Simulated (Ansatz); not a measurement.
## Cr: do energies and stresses tell the same story?

All numbers below come from DFT PBE, scalar-relativistic, plane waves, PAW in Ansatz.

Cutoff 420 eV; k points 20×20×20 on the computed 1-atom cell (Γ-centred); Gaussian smearing, width 0.10 eV; no spin polarisation.

Relaxed cell: Im-3m, a = 2.848 Å, b = 2.848 Å, c = 2.848 Å, α = 90.00°, β = 90.00°, γ = 90.00°, 1 atom in the primitive cell.

Energies at zero smearing and pressures from the stress tensor, at volumes with shape and atoms relaxed:
| V (Å³/atom) | E − E(first) (meV/atom) | P (GPa) |
| --- | --- | --- |
| 10.162 | 0.00 | 43.23 |
| 10.509 | -78.56 | 29.75 |
| 10.855 | -130.07 | 18.22 |
| 11.202 | -158.49 | 8.39 |
| 11.548 | -167.22 | 0.00 |
| 11.895 | -159.17 | -7.16 |
| 12.241 | -136.83 | -13.28 |
| 12.703 | -88.38 | -20.05 |

Problem. Check P = −dE/dV between neighbouring volumes, and get the bulk modulus from the pressures alone.

Solution. With 1 eV/Å³ = 160.2 GPa:
```tsv
middle V (Å³/atom)	−ΔE/ΔV (GPa)	mean P (GPa)
10.336	36.332	36.491
10.682	23.820	23.987
11.028	13.143	13.305
11.375	4.036	4.192
11.721	-3.719	-3.584
12.068	-10.334	-10.220
12.472	-16.806	-16.663
```

The two differ by 0.17 GPa at most. The mean of two end pressures misses the average over a step by about ΔV² P″/12, up to 0.18 GPa here; with that taken off 0.04 GPa remains. The stress is the derivative of the free energy, not of the energy at zero smearing, and with free energies 0.01 GPa remains. Around V = 11.548 Å³/atom, the two neighbours give B = −V ΔP/ΔV = 11.548 × 15.55 / 0.693 = 259.2 GPa, against B0 = 258.0 GPa from the Birch–Murnaghan fit of the energies.

A ferromagnetic start lost its moments in a first run, so spin was left out; other magnetic orders weren't tried.